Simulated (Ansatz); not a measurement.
Geometry optimisation, Ansatz, DFT PBE, scalar-relativistic, plane waves, PAW.

Input:

```yaml
crystal:
  lattice:
    - [0.0, 5.463209, 5.463209]
    - [5.463209, 0.0, 5.463209]
    - [5.463209, 5.463209, 0.0]
  atoms:
    - { symbol: Ca, position: [-0.0027069, -0.001801, 0.0039511] }
    - { symbol: F, position: [0.1260048, 0.1224118, 0.1305295] }
    - { symbol: F, position: [0.3761027, 0.3730175, 0.372407] }
    - { symbol: Ca, position: [-0.0023195, 0.0050647, 0.4956233] }
    - { symbol: F, position: [0.1380362, 0.1188432, 0.6179187] }
    - { symbol: F, position: [0.373116, 0.3785447, 0.8745994] }
    - { symbol: Ca, position: [-0.0019893, 0.5047282, -0.0040681] }
    - { symbol: F, position: [0.1153642, 0.6238765, 0.1304307] }
    - { symbol: F, position: [0.3758622, 0.8792745, 0.3655761] }
    - { symbol: Ca, position: [0.0035551, 0.4964565, 0.4974363] }
    - { symbol: F, position: [0.122239, 0.6245071, 0.6250695] }
    - { symbol: F, position: [0.3779629, 0.8668304, 0.8783886], spin: 1.0 }
    - { symbol: Ca, position: [0.4959042, 0.0033977, -0.0040394] }
    - { symbol: F, position: [0.6293115, 0.1228904, 0.1271247] }
    - { symbol: F, position: [0.8797659, 0.3743415, 0.370518] }
    - { symbol: Ca, position: [0.4967821, 0.0020385, 0.492357] }
    - { symbol: F, position: [0.8767565, 0.3742862, 0.8706841] }
    - { symbol: Ca, position: [0.4989317, 0.4985125, 0.0061212] }
    - { symbol: F, position: [0.621283, 0.6262571, 0.1262856] }
    - { symbol: F, position: [0.8846355, 0.8767027, 0.3636591] }
    - { symbol: Ca, position: [0.4936423, 0.4968483, 0.5040809] }
    - { symbol: F, position: [0.6221253, 0.6322217, 0.6215705] }
    - { symbol: F, position: [0.8776469, 0.880822, 0.8628213] }
magnetization:
  spin_polarized: true
total_charge: 2
basis:
  ecutwfc: 420.0
kpoints:
  mp_grid: { grid: [2, 2, 2] }
hamiltonian:
  xc: pbe
  pseudopotentials: { kind: paw, azcp: { folder: soft_1 } }
scf:
  occupations: { method: gaussian, width: 0.02 }
  lower_state_search: "off"
relax:
  f_tol: 0.03
  max_steps: 60
  adjacent_minimum: "off"
```

Run as:

```bash
$ ansatz run input.yaml --threads 4 --pin off --max-ram 10240MiB --backend cpu --events-out ev --progress --plain --runs-dir out
```

Task: Where does it end, and by what steps?

Result: It converged. Limits of this set-up: coarse k mesh, a small cell, in which the defect meets its images, a typed lattice constant that wasn't relaxed here, charged cell in a uniform background, uncorrected. After 3 steps the energy has fallen by 0.966 eV; F20 moved furthest, 0.25 Å.

```tsv
step	energy less start (eV)	largest force component (eV/Å)	accepted
0	0.0000	1.091	yes
1	-0.7623	0.634	yes
2	-0.9618	0.057	yes
3	-0.9658	0.005	yes
```

```xyz
23
Lattice="0.0000 5.4632 5.4632 5.4632 0.0000 5.4632 5.4632 5.4632 0.0000" Properties=species:S:1:pos:R:3
Ca 0.001 -0.022 0.012
F 1.356 1.349 1.368
F 4.088 4.283 4.100
Ca 2.662 2.782 0.062
F 4.093 4.088 1.368
F 6.624 6.819 4.099
Ca 2.711 -0.023 2.723
F 4.087 1.356 4.099
F 6.820 4.087 6.831
Ca 5.464 2.734 2.723
F 6.819 4.087 4.094
F 9.551 6.819 7.027
Ca 0.050 2.781 2.674
F 1.356 4.087 4.105
F 4.087 6.818 6.635
Ca 2.662 5.394 2.674
F 6.819 9.550 6.831
Ca 2.711 2.733 5.475
F 4.082 4.087 6.831
F 7.014 6.819 9.563
Ca 5.514 5.393 5.525
F 6.819 6.825 6.831
F 9.551 9.354 9.562
```

Whether the end is a true minimum wasn't checked by a vibrational analysis.

Run time: 70 s on 4 threads of Arm Neoverse V2, on a shared host, peak memory 1.3 GiB.
